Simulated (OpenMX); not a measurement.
## Te in OpenMX: the effect of dispersion

Crystal: Te.

```
Te
1.0
     4.45400    0.00000    0.00000
    -2.22700    3.85728    0.00000
     0.00000    0.00000    5.92400
Te
3
Direct
  0.73100 0.73100 0.00000
  0.00000 0.26900 0.66667
  0.26900 0.00000 0.33333
```

Alike in all runs:

| Quantity | Value |
| --- | --- |
| Program | OpenMX 3.8.5 |
| Task | single point |
| Functional | PBE |
| Potentials or basis | OpenMX 2013 PBE set, Te7.0-s3p2d2f1, grid cutoff 500 Ry |
| k mesh | 5 × 5 × 5 |
| Occupations | fermi-dirac, width 0.05 eV |
| Spin | no spin polarisation |

One run gave: pressure 3.4 GPa. Which dispersion did it use?
A. none
B. D4
C. D3
D. D3(BJ)

A.

| dispersion | pressure (GPa) |
| --- | --- |
| none | 3.4 |
| D3 | 2.2 |
| D3(BJ) | 1.2 |
| D4 | 1.2 |

Caveats: the basis of atomic orbitals isn't converged, which shifts pressures, moduli and gaps.

Not every run made on this cell is shown here.
